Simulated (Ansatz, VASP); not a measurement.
**Two plane-wave programs on C**

The input INCAR:

```
PREC = Accurate
ENCUT = 600
EDIFF = 1E-7
ISMEAR = 0
SIGMA = 0.01
LREAL = False
LASPH = True
NELM = 100
ALGO = Fast
ISIF = 3
LWAVE = False
LCHARG = False
GGA = PE
IVDW = 12
IBRION = 2
NSW = 80
EDIFFG = -0.001
```

Contents of KPOINTS:

```
Automatic mesh
0
Gamma
  18 18 18
```

File POSCAR:

```
C
1.0
    1.2324793819      0.7115723029      3.3565020696
   -1.2324793819      0.7115723029      3.3565020696
    0.0000000000     -1.4231446058      3.3565020696
C
2
Direct
    0.8333929835      0.8333929835      0.8333929835
    0.1666070165      0.1666070165      0.1666070165
```

Input for Ansatz:

```yaml
crystal:
  lattice:
    - [1.2324793819, 0.7115723029, 3.3565020696]
    - [-1.2324793819, 0.7115723029, 3.3565020696]
    - [0.0, -1.4231446058, 3.3565020696]
  atoms:
    - { symbol: C, position: [0.8333929835, 0.8333929835, 0.8333929835] }
    - { symbol: C, position: [0.1666070165, 0.1666070165, 0.1666070165] }
basis:
  ecutwfc: 420
kpoints:
  mp_grid: { grid: [18, 18, 18] }
hamiltonian:
  xc: pbe
  dispersion: d3bj
scf:
  occupations: { method: fixed }
output:
  forces: true
  stress: true
  eigenvalues: true
relax:
  adjacent_minimum: "off"
  f_tol: 0.001
  max_steps: 60
  cell: { stress_tol: 0.01 }
```

Alike in both runs: task relaxation of cell and atoms; functional PBE; dispersion D3(BJ); k mesh 18 × 18 × 18; no spin polarisation.

|  | VASP | Ansatz |
| --- | --- | --- |
| version | VASP 6.6.1 | Ansatz 0.2.0 |
| potentials or method | VASP PAW PBE potentials, release 64 (C) | scalar-relativistic, plane waves, PAW |
| plane-wave cutoff (eV) | 600 | 420 |
| occupations | gaussian, width 0.01 eV | fixed |
| valence electrons in the cell | 8 | 8 |

|  | VASP | Ansatz | Ansatz less VASP |
| --- | --- | --- | --- |
| gap on the k mesh at the Fermi level, each at its own relaxed structure (eV) | 0.67 | 0.64 | -0.033 |
| relaxed volume (Å³/atom) | 8.78 | 8.85 | +0.074 |
| relaxed cell length with the largest relative difference (Å) | 3.628 | 3.654 | +0.0264 |

A k mesh can miss the band edges.
